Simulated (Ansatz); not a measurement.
Relaxed LiI (rock salt):

```
LiI
1.0
    0.00000     2.95164     2.95164
    2.95164     0.00000     2.95164
    2.95164     2.95164     0.00000
I Li
1 1
Direct
  0.00000   0.00000   0.00000
  0.50000   0.50000   0.50000
```

Scan: atom 2 (Li, nearest neighbour I at 2.952 Å; its periodic images, 4.2 Å or more away, move with it) is displaced towards the nearest neighbour, direction (0.000, 0.000, 1.000) in Cartesian axes, by s. The other atoms stay.

Method: PBEsol (plane waves to 420 eV, PAW, scalar-relativistic; Ansatz, a program for electronic structure). k mesh 8×8×8 (Γ-centred), Fermi-Dirac smearing 0.05 eV. The energy includes the smearing's −TS. LiI was relaxed with its symmetry unable to fall. Spin-orbit coupling is left out, though I is heavy. The zero of ΔE is the undisplaced structure.

Successive frames, forces in eV/Å:

```tsv
frame	ΔE (meV/cell)	F on I1	F on Li2
s = -0.060 Å	1.1	(0.000, 0.000, -0.037)	(0.000, 0.000, 0.037)
s = 0.000 Å	0.0	(0.000, 0.000, 0.000)	(0.000, 0.000, 0.000)
s = 0.060 Å	1.1	(0.000, 0.000, 0.037)	(0.000, 0.000, -0.037)
s = 0.120 Å	4.6	(0.000, 0.000, 0.080)	(0.000, 0.000, -0.080)
```

Q: What are the energy and the forces in the next frame, s = 0.180 Å?

A: ΔE (meV/cell) = 10.9.

```
atom     Fx     Fy      Fz
----  -----  -----  ------
I1    0.000  0.000   0.134
Li2   0.000  0.000  -0.134
```

(A displaced cell: forces are minus the slopes of the energy, force constants its curvatures, and phonons follow from these.)
